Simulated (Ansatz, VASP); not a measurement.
# MgI2 in VASP and in Ansatz

File INCAR:

```
SYSTEM = MgI2
PREC     = Accurate       ! precision mode
ENCUT    = 520            ! plane-wave cutoff, eV
EDIFF    = 1E-6           ! SCF threshold, eV
ISMEAR   = 0              ! smearing method
SIGMA    = 0.02           ! smearing width, eV
LREAL    = .False.        ! projectors in reciprocal space
LASPH    = .True.         ! aspherical terms in the spheres
NELM     = 60             ! most SCF steps
ALGO     = Normal         ! electronic algorithm
ISIF     = 2              ! what is computed and relaxed
LWAVE    = .False.        ! write WAVECAR
LCHARG   = .False.        ! write CHGCAR
GGA      = PS             ! functional
NBANDS   = 15             ! bands
```

Contents of KPOINTS:

```
regular mesh
0
Gamma
  6 6 4
  0 0 0
```

POSCAR

```
MgI2
1.0
    4.0687646488      0.0000000000      0.0000000000
   -2.0343823244      3.5236535479      0.0000000000
    0.0000000000      0.0000000000      7.0849064221
Mg I
1 2
Direct
    0.0000000000      0.0000000000      0.0000000000
    0.3333333333      0.6666666667      0.7613410835
    0.6666666667      0.3333333333      0.2386589165
```

Input for Ansatz:

```yaml
crystal:
  lattice:
    - [4.0687646488, 0.0, 0.0]
    - [-2.0343823244, 3.5236535479, 0.0]
    - [0.0, 0.0, 7.0849064221]
  atoms:
    - { symbol: Mg, position: [0.0, 0.0, 0.0] }
    - { symbol: I, position: [0.3333333333, 0.6666666667, 0.7613410835] }
    - { symbol: I, position: [0.6666666667, 0.3333333333, 0.2386589165] }
basis:
  ecutwfc: 420
kpoints:
  mp_grid: { grid: [6, 6, 4] }
  band_path: { path: [VBM, CBM], npoints: 2 }
hamiltonian:
  xc: pbesol
scf:
  occupations: { method: gaussian, width: 0.02 }
output:
  forces: true
  stress: true
  eigenvalues: true
checkpoint:
  read: start.run
  write: ck
  compress: false
  write_wavefunctions: false
  write_every: 100000
```

Alike in both runs: task single point; functional PBEsol; k mesh 6 × 6 × 4; occupations gaussian, width 0.02 eV; no spin polarisation.

|  | VASP | Ansatz |
| --- | --- | --- |
| version | VASP 6.6.1 | Ansatz 0.2.0 |
| potentials or method | VASP PAW PBE potentials, release 64 (Mg, I) | scalar-relativistic, plane waves, PAW |
| plane-wave cutoff (eV) | 520 | 420 |
| valence electrons in the cell | 16 | 44 |

```tsv
	VASP	Ansatz	Ansatz less VASP
gap on the k mesh at the Fermi level (eV)	3.47	3.49	+0.011
least direct gap on the mesh (eV)	3.72	3.73	+0.007
pressure (GPa)	0.6	0.6	+0.02
largest component of the traceless stress (GPa)	0.59	0.59	+0.005
```

The two sets of potentials don't hold the same shells in valence.

Caveats: the PAW data sets were made with another functional, which shifts forces and pressure a little (VASP); spin-orbit coupling is left out, which moves the levels of the heavy elements; this functional lacks dispersion, which binds the layers, so the pressure and a relaxed spacing across them are unreliable. A k mesh can miss the band edges.
